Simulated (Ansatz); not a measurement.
## Ba in Ansatz: the effect of functional

The system is Ba.

```
CELL_PARAMETERS angstrom
3.91772 0.00000 0.00000
0.00000 3.91772 0.00000
0.00000 0.00000 3.91772
ATOMIC_POSITIONS crystal
Ba 0.00000 0.00000 0.00000
```

This isn't the form of Ba at room conditions, which is bcc.

Alike in all runs:

* Program: Ansatz 0.2.0
* Task: projected density of states
* Potentials or basis: Ansatz PAW
* k mesh: 4 × 4 × 4
* Occupations: fermi-dirac, width 0.05 eV
* Spin: no spin polarisation

```tsv
functional	cutoff	pressure (GPa)
LDA	420 eV (not typed: the program's choice for these potentials)	-1.6
PBEsol	420 eV (not typed: the program's choice for these potentials)	?
r2SCAN	500 eV (not typed: the program's choice for these potentials)	-0.4
HSE06	420 eV (not typed: the program's choice for these potentials)	-0.2
PBE0	420 eV (not typed: the program's choice for these potentials)	-0.3
r2SCAN0	500 eV (not typed: the program's choice for these potentials)	-0.3
```

What does the run with functional PBEsol give?

Pressure -1.0 GPa.

Caveats: all runs use coarse meshes; the PAW data sets come from PBE, with cores solved anew for the run's functional, which leaves a small shift of forces and pressure; the density of states is complete only up to the lowest level of the last band computed; the thresholds are loose for stress (some runs).
